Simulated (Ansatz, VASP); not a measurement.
# Cross-check of GaAs between VASP and Ansatz, part 2 of 2

Wanted: the spread between two codes on one cell, functional and k mesh. The structure shown is the end of the Ansatz relaxation below.

VASP 6.6.1 and Ansatz 0.2.0.

So far: The starting structure; Ansatz: relaxation, r2SCAN; VASP: single point, r2SCAN, pair 1.

## Step 4: Comparison

Known differences besides the potentials themselves: VASP keeps PBE cores, Ansatz makes them for the functional; the data sets hold 28 valence electrons in Ansatz (on its PAW soft_1 files) and 18 in VASP; the cutoff is 500 eV in Ansatz and 550 eV in VASP; Ansatz's pressure holds a Pulay correction, VASP's none. Total energies have different zeros and are not compared.

Compared:

```
              quantity  Ansatz   VASP  difference
        pressure (GPa)    2.79   2.95       -0.16
gap on the k mesh (eV)   1.111  1.087      +0.024
```

A gap on the mesh is an upper bound, since the band edges may lie between its points.

## Step 5: Ansatz: relaxation, r2SCAN

This run makes the geometry at which the two programs are then compared. The cell compared in this pair holds 44.41 Å³, against 43.86 Å³ for the pair before.

The structure compared here is the end of the Ansatz relaxation.

File input.yaml:

```yaml
crystal:
  lattice:
    - [0.0, 2.7762361505, 2.8568637678]
    - [2.7762361505, 0.0, 2.8568637678]
    - [2.7762361505, 2.7762361505, 0.0]
  atoms:
    - { symbol: Ga, position: [0.0, 0.0, 0.0] }
    - { symbol: As, position: [0.75, 0.75, 0.75] }
  conventional_axes: [[-1, 1, 1], [1, -1, 1], [1, 1, -1]]
kpoints:
  mp_grid: { grid: [16, 16, 16] }
hamiltonian:
  xc: r2scan
  pseudopotentials: { kind: paw, azcp: { folder: soft_1 } }
scf:
  occupations: { method: gaussian, width: 0.02 }
output:
  forces: true
  stress: true
  eigenvalues: true
relax:
  adjacent_minimum: "off"
  f_tol: 0.001
  max_steps: 60
  cell: { stress_tol: 0.01, fix: [a, b, gamma] }
```

Command:

```console
> ansatz run input.yaml --threads 4 --pin off --max-ram 10240MiB --backend cpu --events-out ev --progress --plain --runs-dir out
```

Numbers of over 12 decimals in the logs are rounded to 6 here.

The program printed:

```text
[...]
Crystal: 2 atoms, lattice volume = 44.038 Å³
Basis set: ecut = 500 eV, 1115 PW (Γ), exchange–correlation on 120×120×120 points (64 copies of the dense FFT grid, shifted against one another)
Bands: 18, of which v1, the nominal top of the filled ones, is band 14 counted from 1 (13 counted from 0)
Symmetry: 8 space group operations
[...]
k-point 348: bands = [... 10 lower, -2.8213, 0.6910, 5.2488, 5.2488, 9.8193, 10.1148, 18.9311, 18.9311]
--- Relaxed structure (3 steps of the walk, 3 accepted, 1 SCFs on fresh bases) ---
[...]
cell:  # Å, volume = 44.4051 Å³
    - [0, 2.7762361505, 2.880650]
    - [2.7762361505, 0, 2.880650]
    - [2.7762361505, 2.7762361505, 0]
  atoms:
    - { symbol: Ga, position: [0, 0, 0] }
    - { symbol: As, position: [0.750000, 0.750000, 0.750000] }
[key lines of the parts left out:]
SCF converged after 6 iterations
Free energy (F): -8655.758958 eV
Fermi energy:    8.522072 eV
P = ⅓ Tr σ = 1.7915 GPa (17.915 kbar)
```

## Step 6: VASP: single point, r2SCAN, pair 2

The same cell, functional, mesh and smearing now go to VASP, with its own data sets.

File INCAR:

```
SYSTEM = GaAs
PREC = Accurate
ENCUT = 550
EDIFF = 1E-06
NELM = 120
ISMEAR = 0
SIGMA = 0.02
LREAL = .FALSE.
ALGO = Normal
METAGGA = R2SCAN
LASPH = .TRUE.
NBANDS = 15
LORBIT = 11
LWAVE = .FALSE.
LCHARG = .FALSE.
ISIF = 2
GGA_COMPAT = .FALSE.
EFERMI = MIDGAP
LMIXTAU = .TRUE.
KPAR = 2
```

File POSCAR:

```
GaAs
1.0
    0.0000000000      2.7762361505      2.8806496542
    2.7762361505      0.0000000000      2.8806496542
    2.7762361505      2.7762361505      0.0000000000
Ga As
1 1
Direct
    0.0000000000      0.0000000000      0.0000000000
    0.7500000000      0.7500000000      0.7500000000
```

File KPOINTS:

```
Automatic mesh
0
Gamma
16 16 16
0 0 0
```

The projector-augmented-wave data sets are Ga_d and As (PBE family, release 64).

Command:

```console
> mpirun -np 2 vasp_std
```

The program printed:

```text
[banner, memory and clock lines left out]
running    2 mpi-ranks, on    1 nodes
[...]
[... a notice as in an earlier step ...]

 LDA part: xc-table for (None), standard interpolation
 POSCAR, INCAR and KPOINTS ok, starting setup
[...]
entering main loop
       N       E                     dE             d eps       ncg     rms          rms(c)
DAV:   1     0.682431012176E+02    0.68243E+02   -0.95958E+03 10629   0.177E+03
DAV:   2    -0.220882652048E+02   -0.90331E+02   -0.86327E+02 11779   0.341E+02
DAV:   3    -0.290067956894E+02   -0.69185E+01   -0.68912E+01 12843   0.736E+01
DAV:   4    -0.291134265068E+02   -0.10663E+00   -0.10661E+00 12530   0.102E+01
[...]
DAV:  17    -0.270411724718E+02   -0.91212E-05   -0.11793E-06  9664   0.119E-02    0.162E-03
DAV:  18    -0.270411768907E+02   -0.44189E-05   -0.19259E-06 10917   0.145E-02    0.298E-04
DAV:  19    -0.270411769869E+02   -0.96188E-07   -0.37838E-08  6656   0.194E-03
   1 F= -.27041177E+02 E0= -.27041177E+02  d E =0.000000E+00
```

OUTCAR, selected parts (step 6):

```text
  Total        0.7837742      0.7837742      0.0449024      0.0000000      0.0000000      0.0000000
  in kB       28.2792785     28.2792785      1.6201176      0.0000000      0.0000000      0.0000000
  external PRESSURE =      19.3928915 kB  Pullay stress =       0.0000000 kB

 POSITION                                       TOTAL-FORCE (eV/Angst)
 -----------------------------------------------------------------------------------
      0.00000      0.00000      0.00000         0.000000      0.000000      0.000000
      4.16435      4.16435      4.32097         0.000000      0.000000     -0.000000
 -----------------------------------------------------------------------------------
    total drift:                               -0.000005     -0.000005      0.000364

  FREE ENERGIE OF THE ION-ELECTRON SYSTEM (eV)
  ---------------------------------------------------
  free  energy   TOTEN  =       -27.0411769869 eV

  energy  without entropy=      -27.0411769869  energy(sigma->0) =      -27.04117699

[... 1 part as in an earlier step ...]

[... 2 further parts left out ...]
[key lines of the parts left out:]
E-fermi :   4.4449
```

The run ends at a pressure of 1.94 GPa.

## Step 7: Side by side

What differs besides the data sets and the points named for the pairs above, as far as they apply: the data sets hold 28 valence electrons in Ansatz (on its PAW soft_1 files) and 18 in VASP. Total energies have different zeros and are not compared.

Both answers:

```
              quantity  Ansatz   VASP  difference
        pressure (GPa)    1.79   1.94       -0.15
gap on the k mesh (eV)   1.069  1.046      +0.024
```

A gap on the mesh is an upper bound, since the band edges may lie between its points.

## Step 8: Results

```json
{
 "difference in gap on the k mesh (single point, r2SCAN, pair 1)": "0.024 eV",
 "difference in gap on the k mesh (single point, r2SCAN, pair 2)": "0.024 eV"
}
```

In words: The difference in gap on the k mesh is 0.024 eV (single point, r2SCAN, pair 2), within the 0.08 eV picked in this series as the mark of a large difference. The data sets hold unlike numbers of valence electrons (28 in Ansatz and 18 in VASP), so part of the differences comes from the potentials. How closely two codes agree says nothing of how well the functional describes the real material.

[Lines on the potential files, build, host, timing and source positions are cut from VASP's logs without a mark.]

[Logs are printed without paths, hosts, clocks, repeated set-up lines and the standing remarks that a program may print on its own settings, such as how far it seeks lower states.]

[Hosts, paths, dates, database ids (printed as entryN), source tags and the programs' standing remarks are cut or masked in the printed files.]
